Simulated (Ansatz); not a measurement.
## Ionic part of the dielectric constant of Li2O, mode by mode

Theory: Ansatz, DFT PBEsol, scalar-relativistic, plane waves, PAW. Settings: 420 eV plane-wave cutoff, Γ-centred 8×8×8 mesh, fixed occupations. No spin polarisation. Phonons by linear response, acoustic sum rule imposed.

It takes space group Fm-3m (No. 225, cubic). The conventional cell has a = 4.580 Å, b = 4.580 Å, c = 4.580 Å, α = 90.00°, β = 90.00°, γ = 90.00°. Li (site symmetry -43m) is surrounded by 4 O at 1.98 Å. O (site symmetry m-3m) has 8 Li at 1.98 Å as nearest neighbours.

The primitive cell has V = 24.02 Å³ and ε∞,xx = 2.944. Each polar mode adds Δε = (4.92064×10⁷/V)·S/ν² along x, with S its oscillator strength in e²/amu, ν in cm⁻¹ and V in Å³.

Task: From these modes, find each Δε and ε0,xx.
| ν (cm⁻¹) | S_xx (e²/amu) |
| --- | --- |
| 443.6 | 0.4334 |

Result:
```json
{"ν (cm⁻¹)": "443.6", "Δε": "4.51"}
```

The sum is 4.513, so ε0,xx = 7.46; the run's tensor has 7.46.

Task: Where do the longitudinal modes lie for a wave vector along x?

Result: At 706 cm⁻¹. The Lyddane–Sachs–Teller product Π(ν_LO/ν_TO)² = 2.53 matches ε0/ε∞ = 2.53.

Cost: 1 run of about 0.16 core-minutes, on Arm Neoverse V1 (shared hosts).